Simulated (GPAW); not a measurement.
Si2Mo: single point with PBE

Crystal: Si2Mo.

```
Mo Si
1.0
    -1.60000    1.60000    3.93050
     1.60000   -1.60000    3.93050
     1.60000    1.60000   -3.93050
Mo Si
1 2
Direct
  0.00000 0.00000 0.00000
  0.66700 0.66700 0.00000
  0.33300 0.33300 0.00000
```

```json
{
 "Program": "GPAW 26.7.0",
 "Task": "single point",
 "Functional": "PBE",
 "Potentials or basis": "GPAW PAW data sets (gpaw-data 1.2.1)",
 "Cutoff": "500 eV",
 "Basis": "pw",
 "k mesh": "9 × 9 × 9",
 "Occupations": "fermi-dirac, width 0.05 eV",
 "Spin": "no spin polarisation",
 "Maxiter": "120",
 "Convergence": "default"
}
```

The pressure is 2.8 GPa. The largest force is 0.291 eV/Å. The band gap on the k mesh is none (metal or under the smearing width).

Forces in eV/Å, atoms in the order of the input:
```
Mo   0.000  0.000  0.000
Si   0.000  0.000 -0.291
Si   0.000  0.000  0.291
```

Stress tensor (GPa, compression positive):
```
3.26 0.00 0.00
0.00 3.26 0.00
0.00 0.00 1.90
```

Levels at points of the mesh, in eV from the Fermi level:
```
           k point  band 9  band 10  band 11  band 12  band 13  band 14
(0.00, 0.00, 0.00)   -2.58    -2.58     0.48     3.14     3.18     3.70
```

It took 45 s on 1 thread of Arm Neoverse V2 (shared host), peak memory 0.18 GiB.

Caveat: the cutoff is short for stress and forces, so pressures can be off by a GPa or more.
